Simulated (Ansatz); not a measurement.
**BaTe: the band gap up the ladder of functionals**

An exercise on one series of results from a longer session: the logs are not shown, and one member is left open.

The runs shown are made with Ansatz 0.2.0. PAW datasets, plane waves. Spin-unpolarised throughout; all numbers are computed.

## Starting point

The cell was relaxed beforehand with r2SCAN.

Space group Fm-3m (No. 225), cubic; a = 7.065 Å in the conventional setting, 44.08 Å³ an atom. Around Ba lie 6 Te at 3.53 Å; around Te lie 6 Ba at 3.53 Å.

The structure in full:

```xyz
2
Lattice="0.0000 3.5324 3.5324 3.5324 0.0000 3.5324 3.5324 3.5324 0.0000" Properties=species:S:1:pos:R:3 pbc="T T T"
Ba    0.0000    0.0000    0.0000
Te    3.5324    3.5324    3.5324
```

The first run:

File input.yaml:

```yaml
crystal:
  lattice:
    - [0.0, 3.5323793482, 3.5323793482]
    - [3.5323793482, 0.0, 3.5323793482]
    - [3.5323793482, 3.5323793482, 0.0]
  atoms:
    - { symbol: Ba, position: [0.0, 0.0, 0.0] }
    - { symbol: Te, position: [0.5, 0.5, 0.5] }
kpoints:
  mp_grid: { grid: [6, 6, 6] }
  band_path:
    path:
      - [[0.0, 0.0, 0.0], [0.5, 0.0, 0.5], [0.625, 0.25, 0.625]]
      - [[0.375, 0.375, 0.75], [0.0, 0.0, 0.0], [0.5, 0.5, 0.5], [0.5, 0.25, 0.75], [0.5, 0.0, 0.5]]
    npoints: 10
hamiltonian:
  xc: pbe
scf:
  occupations: { method: fermi_dirac, width: 0.02 }
  n_extra_bands: 4
output:
  forces: true
  stress: true
  eigenvalues: true
```

On the command line:

```
$ ansatz run input.yaml --threads 2 --pin off --max-ram 2211MiB --backend cpu --events-out ev --progress --plain --runs-dir out
```

Steps of the session up to this table: PBE bands along the symmetry lines; r2SCAN; Single point with HSE06; PBE+SOC at the same geometry; PBE0 at the same geometry; LDA at the same geometry; G0W0 on PBE; One-shot GW from PBE; DDH-PBE0 at the same geometry; Single point with HSE06+SOC; r2SCANh at the same geometry; r2SCAN0.

One of the session's tables, all rows but one given; the rest of the session is left out.

```
                     level  gap (eV)
                       PBE      1.65
                    r2SCAN      2.00
                     HSE06      2.35
                   PBE+SOC      1.39
                      PBE0      3.00
                       LDA      1.53
G0W0@PBE (263 empty bands)      2.65
G0W0@PBE (653 empty bands)      2.73
                  DDH-PBE0      2.56
                 HSE06+SOC         ?
                   r2SCANh      2.48
                   r2SCAN0      3.22
```

Estimate the missing values for HSE06+SOC.

**Answer.** gap (eV): 2.05. In the column «gap (eV)» it lies between r2SCAN (2.00) and HSE06 (2.35).

Meshes: PBE 6×6×6, r2SCAN 6×6×6, HSE06 4×4×4, PBE+SOC 6×6×6, PBE0 4×4×4, LDA 6×6×6, DDH-PBE0 4×4×4, HSE06+SOC 4×4×4, r2SCANh 4×4×4, r2SCAN0 4×4×4

PBE reaches 61 % of the G0W0@PBE value, and r2SCAN 73 %. PBE0 lies 0.65 eV above HSE06, which differs from it by screening the long-range exchange. No extrapolation in bands, cutoff or mesh was made for G0W0.

Limits of these values: Warnings in the runs' records: stress exchange threshold loose, stress scf threshold loose.
